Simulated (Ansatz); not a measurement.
## AlRu films: biaxial stress and wafer bow

Plane-wave DFT in Ansatz, r2SCAN, scalar-relativistic PAW potentials, cutoff 500 eV, no spin-orbit coupling; no spin polarisation. AlRu in space group Pm-3m, a structure that wasn't matched to a measured phase, strained equally along a and b of the conventional cell, with c and the atoms relaxed within the symmetry (a film with c along the normal). Stress is the in-plane mean, tension positive.

| strain (%) | stress (GPa) | E − E(0) (meV/atom) |
| --- | --- | --- |
| -4.5 | -18.57 | 66.4 |
| -3.0 | -11.91 | 28.8 |
| -1.5 | ? | 7.0 |
| +0.0 | 0.09 | 0.0 |
| +1.5 | 5.24 | 6.9 |
| +3.0 | 9.97 | 25.9 |
| +4.5 | 14.45 | 56.5 |

Problem. Fit the stress, get the biaxial modulus and predict the missing row.

Solution. A parabola through the given rows is σ = 0.01 + 3.661 ε -0.1034 ε² GPa (ε in %), so M = dσ/dε = 366 GPa at zero. It predicts -5.71 GPa at -1.5 %; the run gave -5.72 GPa. The miss is 0.01 GPa, so the fit holds. The negative square term means that the film is stiffer in compression than in tension. The energies check it: E/V = Mε² at small strain, and a cubic fit with V = 13.27 Å³/atom gives M = 366 GPa, in agreement.

Problem. How much does a 50 nm film at -0.3 % strain bow a 300 mm Si(001) wafer 775 μm thick?

Solution. The fit, without its small constant, gives σ = -1.11 GPa. Stoney's formula, κ = 6σt_f/(M_s t_s²) with M_s = 180.5 GPa for Si(001) (literature), gives |κ| = 3.07×10⁻³ m⁻¹ and a bow κr²/2 = 34.6 μm at r = 150 mm, with the film side convex (compression pushes the centre up). This assumes a single-crystal or fully textured, unrelaxed film at 0 K.

The cell has no gap in any row, so the stresses hang on mesh and smearing.

Cost: about 12 core-minutes for the runs cited, on Arm Neoverse V1 (shared hosts).

AlRu resists in-plane strain strongly, with a biaxial modulus of 366 GPa even though the film is free to relax along its normal. The stiffness probably comes from hybridisation between Ru d and Al sp states, which adds directional covalent character to the metallic bonding. Compression costs more energy than equal tension at every strain magnitude, and the gap widens with strain. This is ordinary bond anharmonicity: short-range repulsion rises steeply as atoms are pushed together, while the restoring force softens as they are pulled apart. Relaxation along the normal offsets part of the in-plane volume change but doesn't remove the asymmetry.

At the small strain of the wafer example the quadratic term hardly matters, so the predicted bow depends almost entirely on the linear modulus and the assumed mismatch. The match between the stress and energy fits shows internal consistency, not accuracy against experiment. Because a cubic crystal can be elastically anisotropic, the modulus found here can't be carried over to films of another orientation.
